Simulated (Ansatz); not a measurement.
**SiC: energy against volume in PBE, exact exchange and the RPA**

The task here is to estimate one member of a computed series from the others.

Code: Ansatz 0.2.0. PBE orbitals, norm-conserving pseudopotentials, plane waves. Computed at 0 K without zero-point motion; spin polarisation is off.

**The cell**

The cell was relaxed beforehand with r2SCAN; volume changes: +0 %, -5 %, +5 %, -10 %, +10 %.

It is cubic, F-43m (No. 216); conventional cell a = 4.356 Å, 10.33 Å³ an atom. Si has 4 C at 1.89 Å; C has 4 Si at 1.89 Å.

The structure in full:

```cif
data_structure
_symmetry_space_group_name_H-M 'F-43m'
_symmetry_Int_Tables_number 216
_cell_length_a 4.3561
_cell_length_b 4.3561
_cell_length_c 4.3561
_cell_angle_alpha 90.000
_cell_angle_beta 90.000
_cell_angle_gamma 90.000
_cell_volume 82.66
loop_
_atom_site_label
_atom_site_type_symbol
_atom_site_symmetry_multiplicity
_atom_site_Wyckoff_symbol
_atom_site_fract_x
_atom_site_fract_y
_atom_site_fract_z
_atom_site_occupancy
Si1 Si 4 a 0.00000 0.00000 0.00000 1
C1 C 4 d 0.25000 0.25000 0.75000 1
```

Set-up of the first run:

Input file input.yaml:

```yaml
crystal:
  lattice:
    - [0.0, 2.178053164, 2.178053164]
    - [2.178053164, 0.0, 2.178053164]
    - [2.178053164, 2.178053164, 0.0]
  atoms:
    - { symbol: Si, position: [0.0, 0.0, 0.0] }
    - { symbol: C, position: [0.25, 0.25, 0.25] }
kpoints:
  mp_grid: { grid: [6, 6, 6] }
hamiltonian:
  xc: pbe
  pseudopotentials: { kind: nc }
scf:
  occupations: { method: fixed }
output:
  rpa_energy:
    ecut_chi_ladder: [317, 355, 394, 437, 480]
    long_wavelength: optical_limit
basis:
  ecutwfc: 1115.666836
```

Steps of the session up to this table: The unscaled cell; Volume -5 %; Volume +5 %; Volume -10 %; Volume +10 %.

One of the session's tables, all rows but one given; the rest of the session is left out.

It belongs to the step «The three curves». Energies in meV/atom from the unscaled cell:

```
volume (Å³/atom)    PBE  exact exchange  EXX+RPA  RPA correlation
           9.299  110.6            83.7     86.8              3.1
           9.816   32.0            16.6     20.2              3.6
          10.333    0.0             0.0      0.0              0.0
          10.849      ?               ?        ?                ?
          11.366   38.2            78.6     60.4            -18.3
```

Estimate the missing values for volume (Å³/atom) = 10.849.

Worked estimate for «PBE». A straight line through the neighbours (10.333, 0.0) and (11.366, 38.2) gives 0.0 + (38.2 − 0.0) × (10.849 − 10.333) / (11.366 − 10.333) = 19.1; a parabola fitted to 3 rows on both sides gives 2.1.

The run gave: PBE: 4.7; exact exchange: 23.4; EXX+RPA: 16.0; RPA correlation: -7.4. In «PBE» the line misses by +14.4 and the parabola by -2.6.
